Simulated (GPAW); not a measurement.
BaTiO3:

```xyz
5
Lattice="3.9998 0.0000 0.0000 0.0000 3.9998 0.0000 0.0000 0.0000 4.0180" Properties=species:S:1:pos:R:3 pbc="T T T"
Ba    0.0000    0.0000    0.0000
Ti    1.9999    1.9999    1.9688
O     0.0000    1.9999    2.0773
O     1.9999    0.0000    2.0773
O     1.9999    1.9999    0.0763
```

Program: GPAW 26.7.0. Alike in all runs: task band structure; potentials or basis PAW data sets generated in the run's folder for this functional, pw; cell as given; cutoff (eV) 800; smearing fermi-dirac 0.05 eV.

Q: Order these runs on this cell by their pressure, lowest first.
A. level PBEsol+U; spin off; U Ti d U = 8 eV; k mesh 5 × 5 × 5; band points 100
B. level PBEsol; spin SOC, no magnetisation; k mesh 7 × 7 × 7; band points 80; spin axis theta (degrees) 0; spin axis phi (degrees) 0; soc after scf second variation
C. level PBEsol+U; spin off; U Ti d U = 4 eV; k mesh 5 × 5 × 5; band points 100

A: B (-2.4 GPa), C (-0.5 GPa), A (1.7 GPa).

Caveats: spin-orbit coupling was added after a scalar SCF, so levels and gaps hold it while energy, forces, pressure and moments don't (some runs).
